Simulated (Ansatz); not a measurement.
**SnO under changes of volume**

One of the cells (20.093 Å³/atom); the others are scaled copies at fixed shape and fractional positions:

```
CELL_PARAMETERS angstrom
3.35500 0.00000 0.00000
0.00000 5.67410 0.00000
0.00000 0.00000 4.22197
ATOMIC_POSITIONS crystal
Sn 0.50000 0.76809 0.01314
Sn 0.00000 0.23191 0.51314
O 0.50000 0.10875 0.23686
O 0.00000 0.89125 0.73686
```

The cell comes from a database or a generator and needn't be the stable form of this composition.

| Property | Result |
| --- | --- |
| Program | Ansatz 0.2.0 |
| Functional | PBEsol |
| Potentials or basis | all-electron LAPW, scalar-relativistic |
| Cutoff | 371 eV (chosen from the basis error) |
| Basis error allowed | 0.001 eV/atom |
| k mesh | 8 × 5 × 6 |
| Occupations | fermi-dirac, width 0.05 eV |
| Spin | no spin polarisation |

```tsv
volume (Å³/atom)	energy over the lowest point (meV/atom)	pressure (GPa)	gap on the mesh (eV)	largest force (eV/Å)
18.887	2.40	1.9	1.35	0.479
19.289	0.00	0.1	1.38	0.154
19.691	1.98	-1.6	1.41	0.147
20.093	7.88	-3.1	1.44	0.426
20.495	17.26	-4.4	1.46	0.684
20.897	?	?	?	?
21.299	45.04	-6.6	1.51	1.146
```

What does the run at 20.897 Å³/atom give?

Energy over the lowest point 29.76 meV/atom; pressure -5.6 GPa; gap on the mesh 1.48 eV; largest force 0.923 eV/Å.

Worked out: A Birch-Murnaghan fit of order 3 (a polynomial in V^(-2/3)) to the other rows has its minimum at 19.30 Å³/atom with B0 = V·E''(V) = 84 GPa and B' = 4.5 at fixed shape and positions, which overstates the stiffness. It gives 29.76 meV/atom at 20.897 Å³/atom, against the run's 29.76, and -dE/dV = -5.6 GPa, against -5.6. A straight line through the other rows of the gap, of slope 1.33 eV per unit of ln V, gives 1.49 eV, against the run's 1.48.

Energies are extrapolated to zero smearing.

Caveats: spin-orbit coupling is left out, which moves the levels of the heavy elements; an odd mesh through Γ misses points on the zone boundary, where band edges often lie; forces of over 1 eV/Å show positions far from the minimum, so gaps and moduli don't describe the material at rest (some runs).
